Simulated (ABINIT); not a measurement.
A run of ABINIT 10.8.3 (patched build) is set up as follows.

File run.abi:

```
# Datasets: one volume each
ndtset 7
getwfk -1
scalecart1 3*0.9795861087
scalecart2 3*0.9864848297
scalecart3 3*0.9932883884
scalecart4 3*1.0000000000
scalecart5 3*1.0066227096
scalecart6 3*1.0131594038
scalecart7 3*1.0196128224

# Pseudopotentials
pp_dirpath "./"
pseudos "Rh.GGA_PBE-JTH.xml"

# Structure
acell 2.6839652093 2.6839652093 2.6839652093 Angstrom
rprim
     0.0000000000     0.7071067812     0.7071067812
     0.7071067812     0.0000000000     0.7071067812
     0.7071067812     0.7071067812     0.0000000000
ntypat 1
znucl 45
natom 1
typat 1
xred
     0.0000000000     0.0000000000     0.0000000000

# Plane-wave basis
ecut 16.0
pawecutdg 32.0
pawxcdev 0

# k points
kptopt 1
ngkpt 12 12 12
nshiftk 1
shiftk 0.0 0.0 0.0

# Exchange and correlation
ixc 11

# Bands and occupations
nband 13
occopt 3
tsmear 0.05 eV

# SCF cycle
nstep 100
tolvrs 1.0e-9

# Output
iomode 3
prtwf 1
prtden 0
prteig 0
prtebands 0
enunit 2
```

Potentials or basis: JTH PAW PBE v2.0.

The run is started by

```bash
$ abinit run.abi > log 2>&1
```

Task: Estimate the bulk modulus.

Result: 251 GPa.

Task: What does it give for the equilibrium volume?

Result: 14.05 Å³/atom.

Task: Predict the pressure derivative of the bulk modulus.

Result: 5.4 (rough: it moves with the points fitted).

Energy against volume, from the lowest point:
| volume (Å³/atom) | energy (meV/atom) |
| --- | --- |
| 12.851 | 95.87 |
| 13.125 | 53.96 |
| 13.398 | 25.22 |
| 13.671 | 7.72 |
| 13.945 | 0.00 |
| 14.218 | 0.09 |
| 14.492 | 9.48 |

Caveat: pressures at fixed basis lie under the slope of the energies. PBE usually gives volumes a little too large and moduli too small.

**Experimental background.**

From “Thermal equation of state of rhodium characterized by XRD in a resistively heated diamond anvil cell”, 2024, pmc:11535440, for a bulk crystal of Rh: bulk modulus 264 ± 1 GPa.

Measured bulk modulus of Rh: 264 GPa (quoted in “Thermal equation of state of rhodium characterized by XRD in a resistively heated diamond anvil cell”, 2024, pmc:11535440). This calculation gives 251 GPa (-5.0 %). The fit is for a static lattice scaled at fixed shape and fixed fractional positions.
